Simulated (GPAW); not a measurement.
TaN, 6 atoms in the cell. The structure is hexagonal, space group P-62m (No. 189). Conventional cell: a = 5.196 Å, b = 5.196 Å, c = 2.911 Å, α = 90.00°, β = 90.00°, γ = 120.00°. Around Ta (site symmetry -62m) lie 3 N at 2.04 Å. Ta (site symmetry -6) has 6 N at 2.16 Å as nearest neighbours. N (site symmetry m2m) is surrounded by 5 Ta at 2.04 to 2.16 Å. 

```yaml
Program: GPAW 26.7.0
Task: single point
Functional: PBEsol
Potentials_or_basis: PAW data sets generated in the run's folder for this functional
Cutoff: 600 eV
Basis: pw
k_mesh: 5 × 5 × 7
Occupations: fermi-dirac, width 0.05 eV
Spin: no spin polarisation
Maxiter: 120
Convergence: default
```

Potentials or basis: PAW data sets generated in the run's folder for this functional, pw.

The run is started by

```console
$ gpaw-setup -f PBEsol N Ta
$ OMP_NUM_THREADS=1 python run.py
```

Hardware: 1 thread of Arm Neoverse V2 (shared host).

Q: How long does it take, and how much memory?

A: Wall time 50 s on 1 thread of Arm Neoverse V2 (shared host), peak memory 0.22 GiB. Counts: scf iterations 9, plane waves 2286, bands 49, k points 20.
